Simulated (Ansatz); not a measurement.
Method: DFT PBE, scalar-relativistic, plane waves, PAW (Ansatz 0.2.0). All cells share a 420 eV cutoff and Γ-centred k meshes spaced at most about 0.3 Å⁻¹ (2π included). No spin polarisation in the final relaxations.

All energies are static (0 K, no zero-point motion).

Two relaxed structures of SnTe:

A.

```
CELL_PARAMETERS angstrom
0.00000 3.20617 3.20617
3.20617 0.00000 3.20617
3.20617 3.20617 0.00000
ATOMIC_POSITIONS crystal
Sn 0.00000 0.00000 0.00000
Te 0.50000 0.50000 0.50000
```

B.

```
CELL_PARAMETERS angstrom
5.42500 0.00000 0.00000
-2.71250 4.69819 0.00000
0.00000 0.00000 6.51143
ATOMIC_POSITIONS crystal
Sn 0.33333 0.66667 0.95482
Sn 0.66667 0.33333 0.45482
Te 0.33333 0.66667 0.43018
Te 0.66667 0.33333 0.93018
```

Task: Which form is favoured at zero pressure, and by what margin per atom?

Result: A is lower, by 116 meV/atom. A has the rock salt type, space group Fm-3m (No. 225), 33.0 Å³/atom and a gap of 0.06 eV on its mesh; B has space group P6_3mc (No. 186), 41.5 Å³/atom and a gap of 0.64 eV. Counting Te atoms around Sn (those within 1.25 times the shortest such distance or 1.15 times the sum of covalent radii, 1.27 where that leaves under three), A has Sn 6 and B has Sn 5. The denser one is the lower, and pressure would at first widen the difference. Origin: A is a cell as deposited in COD, relaxed; B was invented.

Spin–orbit coupling, which can matter for Te, is left out. Kohn–Sham gaps at this level usually fall short of measured ones. The missing spin–orbit coupling can work the other way here. Cells relaxed within their symmetry can be saddle points.
